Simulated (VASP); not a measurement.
Wanted: the native input for a VASP 6.6.1 run.

| Property | Result |
| --- | --- |
| Task | relaxation of shape and atoms at fixed volume |
| Functional | r2SCAN |
| Potentials or basis | VASP PAW PBE potentials, release 64 (Zn) |
| Cutoff | 600 eV |
| k mesh | 18 × 18 × 8 |
| Occupations | methfessel-paxton, width 0.1 eV |
| Spin | no spin polarisation |
| Further INCAR settings | ALGO = Normal; EDIFF = 1e-07; IBRION = 2; EDIFFG = -0.01; NSW = 40; ISIF = 4 |

The structure of Zn lies in POSCAR:

```
Zn                                      
1.0
    2.6118792205      0.0000000000      0.0000000000
   -1.3059396103      2.2619537567      0.0000000000
    0.0000000000      0.0000000000      5.0618274153
  Zn            
     2
Direct
     0.3333333332999970    0.6666666667000030    0.2500000000000000
     0.6666666667000030    0.3333333332999970    0.7500000000000000
```

The cell isn't the ideal one: a relaxed cell with its volume scaled by 1.02.

These files were run (other wordings do the same):

INCAR

```
SYSTEM = Zn
  PREC = Accurate
  ENCUT = 600
  EDIFF = 1E-7
  ISMEAR = 1
  SIGMA = 0.1
  LREAL = .FALSE.
  LASPH = .TRUE.
  NELM = 80
  ALGO = Normal
  ISIF = 4
  LWAVE = .FALSE.
  LCHARG = .FALSE.
  METAGGA = R2SCAN
  LMIXTAU = .TRUE.
  IBRION = 2
  NSW = 40
  EDIFFG = -0.01
```

KPOINTS

```
regular mesh
0
G
  18 18 8
  0 0 0
```

Potentials or basis: VASP PAW PBE potentials, release 64 (Zn).

The run is started by

```console
$ cat potpaw_PBE.64/Zn/POTCAR > POTCAR
$ mpirun -np 1 vasp_std > vasp.out
```

Results of the run:

* Energy gained by relaxing: 0.4 meV/atom
* Ionic steps: 5
* Pressure after relaxing: -1.4 GPa
* Band gap on the k mesh: none (metal or under the smearing width)

Caveat: the PAW data sets were made with another functional, which shifts forces and pressure a little.

Run time: 19 min on 1 thread of AMD EPYC 9R45 96-Core Processor (Zen 5), with other jobs on the host, peak memory 0.21 GiB.
